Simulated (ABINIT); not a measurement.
# GaSb (F-43m) in ABINIT: further runs, part 2 of 2

ABINIT 10.8.3 (patched build). Earlier steps stand in the parts before.

## Step 3: Single point, PBEsol

run.abi

```
pp_dirpath "./"
pseudos "Sb.upf, Ga.upf"

acell 8.1751050464 8.1751050464 8.1751050464
rprim
     0.0000000000     0.7071067812     0.7071067812
     0.7071067812     0.0000000000     0.7071067812
     0.7071067812     0.7071067812     0.0000000000
ntypat 2
znucl 51 31
natom 2
typat 1 2
xred
     0.7500000000     0.7500000000     0.7500000000
     0.0000000000     0.0000000000     0.0000000000

ecut 36.0

kptopt 1
ngkpt 6 6 6
nshiftk 1
shiftk 0.0 0.0 0.0

ixc -116133

nband 18
occopt 3
tsmear 0.00183747

nstep 100
tolvrs 1.0e-10

iomode 3
prtwf 0
prtden 0
prteig 0
prtebands 0
enunit 2
```

Potentials or basis: PseudoDojo NC SR PBEsol v0.4.1 standard.

Command:

```bash
> abinit run.abi > log 2>&1
```

run.abo:

```text
.Version 10.8.3 of ABINIT
 Symmetries : space group F-4 3 m (#216); Bravais cF (face-center cubic)
================================================================================
 Values of the parameters that define the memory need of the present run
     intxc =       0    ionmov =       0      iscf =       7    lmnmax =       6
     lnmax =       6     mgfft =      48  mpssoang =       3    mqgrid =    3001
     natom =       2  nloc_mem =       1    nspden =       1   nspinor =       1
    nsppol =       1      nsym =      24    n1xccc =    2501    ntypat =       2
    occopt =       3   xclevel =       2
       mpw =        3996          nfft =      110592          nkpt =          16
================================================================================
================================================================================

--------------------------------------------------------------------------------
------------- Echo of variables that govern the present computation ------------
[... 209 lines left out ...]
- sigma(3 3)=  1.46464431E+00  sigma(2 1)=  0.00000000E+00

== END DATASET(S) ==============================================================
================================================================================

 -outvars: echo values of variables after computation  --------
            acell      8.1751050464E+00  8.1751050464E+00  8.1751050464E+00 Bohr
           etotal     -1.6714120553E+02
            fcart     -6.9870210319E-29 -6.9870210319E-29  2.0961063096E-28
                       6.9870210319E-29  6.9870210319E-29 -2.0961063096E-28
            rprim      0.0000000000E+00  7.0710678120E-01  7.0710678120E-01
                       7.0710678120E-01  0.0000000000E+00  7.0710678120E-01
                       7.0710678120E-01  7.0710678120E-01  0.0000000000E+00
           strten      4.9782248154E-05  4.9782248154E-05  4.9782248154E-05
                       0.0000000000E+00  0.0000000000E+00  0.0000000000E+00
           xangst      4.5884999970E+00  4.5884999970E+00  4.5884999970E+00
                       0.0000000000E+00  0.0000000000E+00  0.0000000000E+00
             xred      7.5000000000E-01  7.5000000000E-01  7.5000000000E-01
                       0.0000000000E+00  0.0000000000E+00  0.0000000000E+00
 Calculation completed.
```

It took 56 s on 1 thread of Arm Neoverse V1, shared host; peak memory 0.1 GiB.

What came out:

| Item | Value |
| --- | --- |
| Free energy | -4548.1439 eV |
| Pressure | -1.5 GPa |
| Band gap on the k mesh | none (metal or under the smearing width) |
| Valence electrons inside the program's atomic spheres | Sb 11.24; Ga 10.81 |

Levels at points of the mesh, in eV from the Fermi level:
```tsv
k point	band 10	band 11	band 12	band 13	band 14	band 15	band 16	band 17	band 18
(0.00, 0.00, 0.00)	-15.01	-11.56	-0.07	-0.05	-0.05	-0.05	2.73	2.73	2.73
(0.50, 0.00, 0.00)	-15.01	-9.93	-6.43	-1.20	-1.20	0.30	3.68	3.68	6.32
(0.50, 0.50, 0.00)	-15.01	-9.11	-6.86	-2.63	-2.63	0.80	1.12	8.66	8.66
```

Caveat: this crystal is a semiconductor, whose small gap the functional closes, so the metal is an error of the method.

## Step 4: Single point, PBEsol

run.abi

```
# Pseudopotentials
pp_dirpath "./"
pseudos "Sb.upf, Ga.upf"

# Structure
acell 3*1.0
rprim
     0.0000000000     5.7806722152     5.7806722152
     5.7806722152     0.0000000000     5.7806722152
     5.7806722152     5.7806722152     0.0000000000
ntypat 2
znucl 51 31
natom 2
typat 1 2
xred
     0.7500000000     0.7500000000     0.7500000000
     0.0000000000     0.0000000000     0.0000000000

# Plane-wave basis
ecut 36.0

# k points
kptopt 1
ngkpt 6 6 6
nshiftk 1
shiftk 0.0 0.0 0.0

# Exchange and correlation
ixc -116133

# Bands and occupations
nband 18
occopt 3
tsmear 0.05 eV

# SCF cycle
nstep 100
tolvrs 1.0e-10

# Output
iomode 3
prtwf 0
prtden 0
prteig 0
prtebands 0
enunit 2
prtvol 2
```

Potentials or basis: PseudoDojo NC SR PBEsol v0.4.1 standard.

Command:

```bash
> abinit run.abi > log 2>&1
```

run.abo:

```text
.Version 10.8.3 of ABINIT
 Symmetries : space group F-4 3 m (#216); Bravais cF (face-center cubic)
================================================================================
 Values of the parameters that define the memory need of the present run
     intxc =       0    ionmov =       0      iscf =       7    lmnmax =       6
     lnmax =       6     mgfft =      48  mpssoang =       3    mqgrid =    3001
     natom =       2  nloc_mem =       1    nspden =       1   nspinor =       1
    nsppol =       1      nsym =      24    n1xccc =    2501    ntypat =       2
    occopt =       3   xclevel =       2
       mpw =        3996          nfft =      110592          nkpt =          16
================================================================================
================================================================================

--------------------------------------------------------------------------------
------------- Echo of variables that govern the present computation ------------
[... 457 lines left out ...]
- sigma(3 3)=  1.46464428E+00  sigma(2 1)=  0.00000000E+00

== END DATASET(S) ==============================================================
================================================================================

 -outvars: echo values of variables after computation  --------
            acell      1.0000000000E+00  1.0000000000E+00  1.0000000000E+00 Bohr
           etotal     -1.6714120553E+02
            fcart     -9.3160280428E-29 -9.3160280428E-29  2.7948084128E-28
                       9.3160280428E-29  9.3160280428E-29 -2.7948084128E-28
            rprim      0.0000000000E+00  5.7806722152E+00  5.7806722152E+00
                       5.7806722152E+00  0.0000000000E+00  5.7806722152E+00
                       5.7806722152E+00  5.7806722152E+00  0.0000000000E+00
           strten      4.9782247349E-05  4.9782247349E-05  4.9782247349E-05
                       0.0000000000E+00  0.0000000000E+00  0.0000000000E+00
           xangst      4.5884999969E+00  4.5884999969E+00  4.5884999969E+00
                       0.0000000000E+00  0.0000000000E+00  0.0000000000E+00
             xred      7.5000000000E-01  7.5000000000E-01  7.5000000000E-01
                       0.0000000000E+00  0.0000000000E+00  0.0000000000E+00
 Calculation completed.
```

Run time: 74 s. Hardware: 1 thread of Intel Xeon at 2.70GHz, shared host; peak memory 0.1 GiB.

Results:

```yaml
Free_energy: -4548.1439 eV
Pressure: -1.5 GPa
Band_gap_on_the_k_mesh: none (metal or under the smearing width)
Valence_electrons_inside_the_program's_atomic_spheres: Sb 11.24; Ga 10.81
```

Caveat: this crystal is a semiconductor, whose small gap the functional closes, so the metal is an error of the method. The run has no spin-orbit coupling, so splittings on Sb are missing.

## Step 5: Against experiment

Step 2. Against the measured gap of GaSb, 0.811 eV (direct; 4.2 K; a printed reference work, data compilation), the calculated 0.00 eV is off by -0.81 eV. The value is that of PBE on a finite k mesh, which can miss the band edges, without temperature or zero-point motion. Semilocal functionals fall short of measured gaps as a rule.

Step 3. Measured gap of GaSb: 0.811 eV (direct; 4.2 K; a printed reference work, data compilation). This calculation gives 0.00 eV (-0.81 eV). Spin-orbit coupling on Ga, Sb is left out. The value is that of PBEsol on a finite k mesh, which can miss the band edges, without temperature or zero-point motion. Semilocal functionals fall short of measured gaps as a rule.

Step 4. Against the measured gap of GaSb, 0.811 eV (direct; 4.2 K; a printed reference work, data compilation), the calculated 0.00 eV is off by -0.81 eV. Spin-orbit coupling on Ga, Sb is left out. The value is that of PBEsol on a finite k mesh, which can miss the band edges, without temperature or zero-point motion. Semilocal functionals fall short of measured gaps as a rule.
